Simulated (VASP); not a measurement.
# As (Pm-3m) in VASP: a series of runs

Runs on As. Level: PBEsol. Tasks: single point.

Everything below comes from runs of VASP 6.6.1. Logs are shortened: lines on timing, memory, paths and dates and some standing lists are left out, and cuts for length are marked.

## Step 1: Starting point

The structure is cubic, space group Pm-3m (No. 221). Conventional cell: a = 2.704 Å, b = 2.704 Å, c = 2.704 Å, α = 90.00°, β = 90.00°, γ = 90.00°. As (site symmetry m-3m) has 6 As at 2.70 Å as nearest neighbours.

This isn't the form of As at room conditions, which is rhombohedral.

## Step 2: Single point, PBEsol

INCAR reads:

```
PREC = Accurate ; ENCUT = 250
EDIFF = 1E-6 ; ISMEAR = 0
SIGMA = 0.05 ; LREAL = False
LASPH = True ; NELM = 100
ALGO = Normal ; ISIF = 2
LWAVE = False ; LCHARG = False
GGA = PS ; ADDGRID = False
```

KPOINTS reads:

```
regular mesh
0
Gamma
  7 7 7
```

POSCAR reads:

```
As
1.0
    2.7036817444      0.0000000000      0.0000000000
    0.0000000000      2.7036817444      0.0000000000
    0.0000000000      0.0000000000      2.7036817444
As
1
Direct
    0.5000000000      0.5000000000      0.5000000000
```

Potentials or basis: VASP PAW PBE potentials, release 64 (As).

Started as:

```sh
cat potpaw_PBE.64/As/POTCAR > POTCAR
mpirun -np 1 vasp_std > vasp.out
```

OUTCAR:

```text
PREC = Accurate
   ENCUT = 250
   EDIFF = 1E-6
   ISMEAR = 0
   LREAL = False
   LASPH = True
   NELM = 100
   ISIF = 2
   GGA = PS

 Found     20 irreducible k-points:

 Following reciprocal coordinates:
            Coordinates               Weight
  0.000000  0.000000  0.000000      1.000000
  0.142857  0.000000  0.000000      6.000000
  0.285714  0.000000  0.000000      6.000000
  0.428571  0.000000  0.000000      6.000000
  0.142857  0.142857  0.000000     12.000000
  0.285714  0.142857  0.000000     24.000000
   k-points           NKPTS =     20   k-points in BZ     NKDIM =     20   number of bands    NBANDS=      6
   number of dos      NEDOS =    301   number of ions     NIONS =      1
   total plane-waves  NPLWV =   2744
   dimension x,y,z NGX =    14 NGY =   14 NGZ =   14
   dimension x,y,z NGXF=    28 NGYF=   28 NGZF=   28
   ions per type =               1
   NGX,Y,Z   is equivalent  to a cutoff of   8.61,  8.61,  8.61 a.u.
   NGXF,Y,Z  is equivalent  to a cutoff of  17.22, 17.22, 17.22 a.u.
 SYSTEM =  unknown system
   PREC   = accura    normal or accurate (medium, high low for compatibility)
   ISTART =      0    job   : 0-new  1-cont  2-samecut
   ICHARG =      2    charge: 1-file 2-atom 10-const
   ISPIN  =      1    spin polarized calculation?
   LNONCOLLINEAR =      F non collinear calculations
   LSORBIT =      F    spin-orbit coupling
   LASPH  =      T    aspherical Exc in radial PAW
   ENCUT  =  250.0 eV  18.37 Ry    4.29 a.u.   3.49  3.49  3.49*2*pi/ulx,y,z
   NELM   =    100;   NELMIN=  2; NELMDL= -5     # of ELM steps
   EDIFF  = 0.1E-05   stopping-criterion for ELM
   LREAL  =      F    real-space projection
   EDIFFG = 0.1E-04   stopping-criterion for IOM
   NSW    =      0    number of steps for IOM
   IBRION =     -1    ionic relax: 0-MD 1-quasi-New 2-CG
   NFREE  =      0    steps in history (QN), initial steepest desc. (CG)
   ISIF   =      2    stress and relaxation
   ISYM   =      2    0-nonsym 1-usesym 2-fastsym
   POTIM  = 0.5000    time-step for ionic-motion
   TEBEG  =    0.0;   TEEND  =   0.0 temperature during run
   PSTRESS=    0.0 pullay stress
   NELECT =       5.0000    total number of electrons
   NUPDOWN=      -1.0000    fix difference up-down
   EMIN   =  10.00;   EMAX   =-10.00  energy-range for DOS
   EFERMI =   0.00;   METHOD = LEGACY
   ISMEAR =     0;   SIGMA  =   0.05  broadening in eV -4-tet -1-fermi 0-gaus
   EFERMI_NEDOS =   21; number of points for ismear=-14 and -15
   IALGO  =     38    algorithm
   IMIX   =      4    mixing-type and parameters
     AMIX     =   0.40;   BMIX     =  1.00
     AMIX_MAG =   1.60;   BMIX_MAG =  1.00
  volume/ion in A,a.u.               =      19.76       133.37
  Fermi-wavevector in a.u.,A,eV,Ry     =   1.035403  1.956627 14.586243  1.072059
  Thomas-Fermi vector in A             =   2.169744
   LORBIT       =      0    0 simple, 1 ext, 2 COOP (PROOUT), +10 PAW based schemes
   GGA     = PS    functional components
   LHFCALC =     F    Hartree Fock is set to
   AEXX    =    0.0000 exact exchange contribution
   IVDW    =     0    specifies the selected vdW correction
   LEPSILON=     F    determine dielectric tensor
   LRPA    =     F    only Hartree local field effects (RPA)
 non-spin polarized calculation
 Gauss-broadening in eV      SIGMA  =   0.05
  energy-cutoff  :      250.00
  volume of cell :       19.76
 maximum number of plane-waves:       184
 NGX is ok and might be reduce to    14
   NGX =  7   NGY =  7   NGZ =  7

 number of electron       5.0000002 magnetization

 Free energy of the ion-electron system (eV)
  ---------------------------------------------------
  ext. energy  EPLUGINS =         0.00000000
  ---------------------------------------------------
  free energy    TOTEN  =        -5.06703399 eV

  energy without entropy =       -5.06539528  energy(sigma->0) =       -5.06621464

 E-fermi :   5.7165     XC(G=0): -10.5557

 val. band max:        5.2624888114   @ k =   0.4286   0.2857   0.1429
 cond. band min:       5.7380429198   @ k =   0.4286   0.2857   0.2857
 fundamental gap:      0.4755541084
 Fermi energy:         5.7164641798

 k-point     1 :       0.0000    0.0000    0.0000
  band No.  band energies     occupation
      1      -9.1804      2.00000
      2       9.9593      0.00000
      3       9.9593      0.00000
      4       9.9593      0.00000
      5      14.3149      0.00000
      6      14.3149      0.00000

 k-point     2 :       0.1429    0.0000    0.0000
  band No.  band energies     occupation
      1      -8.8058      2.00000
      2       6.5842      0.00000
      3      10.2865      0.00000
      4      10.2865      0.00000
      5      14.6507      0.00000
      6      15.8401      0.00000

 k-point     3 :       0.2857    0.0000    0.0000
  band No.  band energies     occupation
      1      -7.7342      2.00000
      2       2.3929      2.00000
      3      11.1590      0.00000
      4      11.1590      0.00000
      5      15.5978      0.00000
      6      17.0684      0.00000

 k-point     4 :       0.4286    0.0000    0.0000
  band No.  band energies     occupation
      1      -6.3392      2.00000
      2      -0.6370      2.00000
      3      12.0955      0.00000
      4      12.0955      0.00000
      5      16.7757      0.00000
      6      18.9207      0.00000

 k-point     5 :       0.1429    0.1429    0.0000
  band No.  band energies     occupation
      1      -8.4313      2.00000
      2       6.7227      0.00000
      3       7.1571      0.00000
      4      10.6128      0.00000
      5      15.5682      0.00000
      6      18.9505      0.00000

 k-point     6 :       0.2857    0.1429    0.0000
  band No.  band energies     occupation
      1      -7.3595      2.00000
      2       2.7430      2.00000
      3       7.9137      0.00000
      4      11.4817      0.00000
      5      16.5505      0.00000
      6      18.3883      0.00000

 [... further k-points ...]
[... 5 lines left out ...]
  --------------------------------------------------------------------------------------
  -------------------------------------------------------------------------------------
  Total       -0.1241613     -0.1241613     -0.1241613     -0.0000000     -0.0000000      0.0000000
  in kB      -10.0653807    -10.0653807    -10.0653807     -0.0000000     -0.0000000      0.0000000
  external PRESSURE =     -10.0653807 kB  Pullay stress =       0.0000000 kB

 VOLUME and BASIS-vectors are now :
 -----------------------------------------------------------------------------
  energy-cutoff  :      250.00
  volume of cell :       19.76
      direct lattice vectors                 reciprocal lattice vectors
     2.703681744  0.000000000  0.000000000     0.369866018  0.000000000  0.000000000
     0.000000000  2.703681744  0.000000000     0.000000000  0.369866018  0.000000000
     0.000000000  0.000000000  2.703681744     0.000000000  0.000000000  0.369866018

 POSITION                                       TOTAL-FORCE (eV/Angst)
 -----------------------------------------------------------------------------------
      1.35184      1.35184      1.35184         0.000000      0.000000      0.000000
 -----------------------------------------------------------------------------------
    total drift:                                0.000000      0.000000      0.000000

  FREE ENERGIE OF THE ION-ELECTRON SYSTEM (eV)
  ---------------------------------------------------
  free  energy   TOTEN  =        -5.0670339898 eV

  energy  without entropy=       -5.0653952810  energy(sigma->0) =       -5.06621464
```

It used 1.7 s of CPU time on 1 thread of AMD EPYC 7R13 Processor (Zen 3), on a shared host, which was overloaded at the time.

The run converged, but some of its settings lie outside the range that counts as converged, so its numbers aren't taken as properties of the crystal.

Results:

| Property | Result |
| --- | --- |
| Free energy | -5.0670 eV |
| Pressure | -1.0 GPa |
| Band gap on the k mesh | none (metal or under the smearing width) |

Caveat: the cutoff is under 1.25 times the usual one of these potentials, so pressure, stress and relaxed cells hold a basis-set (Pulay) error; the PAW data sets were made with another functional, which shifts forces and pressure a little.

## Step 3: Single point, PBEsol

Changes to INCAR since step 2:

```diff
@@ -1,2 +1,2 @@
-PREC = Accurate ; ENCUT = 250
+PREC = Accurate ; ENCUT = 500
 EDIFF = 1E-6 ; ISMEAR = 0
```

KPOINTS reads:

```
regular mesh
0
Gamma
  5 5 5
```

POSCAR is that of step 2.

Potentials or basis: VASP PAW PBE potentials, release 64 (As).

Started as:

```sh
cat potpaw_PBE.64/As/POTCAR > POTCAR
mpirun -np 1 vasp_std > vasp.out
```

It used 2.5 s of CPU time on 1 thread of AMD EPYC 7R13 Processor (Zen 3), with other jobs on the host, which was overloaded at the time.

These settings aren't checked as converged: the numbers below hold their error.

Results:

| Property | Result |
| --- | --- |
| Free energy | -4.9069 eV |
| Pressure | -0.2 GPa |
| Band gap on the k mesh | none (metal or under the smearing width) |

Caveat: the k mesh is coarse (spacing up to 0.46 Å⁻¹), so the values aren't converged; the PAW data sets were made with another functional, which shifts forces and pressure a little.

## Step 4: Single point, PBEsol

Changes to INCAR since step 3:

```diff
@@ -1,2 +1,2 @@
-PREC = Accurate ; ENCUT = 500
+PREC = Accurate ; ENCUT = 400
 EDIFF = 1E-6 ; ISMEAR = 0
```

KPOINTS reads:

```
regular mesh
0
Gamma
  6 6 6
```

POSCAR is that of step 3.

Started as:

```sh
cat potpaw_PBE.64/As/POTCAR > POTCAR
mpirun -np 1 vasp_std > vasp.out
```

It used 2.5 s of CPU time on 1 thread of AMD EPYC 7R13 Processor (Zen 3), on a shared host, which was overloaded at the time.

The run converged, but some of its settings lie outside the range that counts as converged, so its numbers aren't taken as properties of the crystal.

What came out:

* Free energy: -5.0563 eV
* Pressure: -1.4 GPa
* Band gap on the k mesh: none (metal or under the smearing width)

Caveat: the k mesh is coarse (spacing up to 0.39 Å⁻¹), so the values aren't converged; the PAW data sets were made with another functional, which shifts forces and pressure a little.

[end of part 1 of 2]
